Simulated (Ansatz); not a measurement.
TlBr: what each run costs

Cell: 2 atoms, space group Pm-3m, a = 3.980 Å, b = 3.980 Å, c = 3.980 Å, α = 90.00°, β = 90.00°, γ = 90.00°.

All runs are DFT with Ansatz 0.2.0 on 1 thread of AMD EPYC 9R14 (Zen 4) (x86_64; 16 cores open to the job, memory cap 2.5 GiB, no GPU), a shared host.

Problem. Rank the runs by wall time, shortest first.
A. core holes on 2 sites, PBE, 420 eV, 3×3×3 k-points, fixed occupations, 16 atoms
B. relaxation of the ions, PBE, 420 eV, 7×7×7 k-points, smearing 0.02 eV
C. dielectric tensor by linear response, PBE, 420 eV, 7×7×7 k-points, fixed occupations

Solution. B (2.4 s, 0.44 GiB), C (5.9 s, 0.43 GiB), A (21 s, 0.8 GiB).
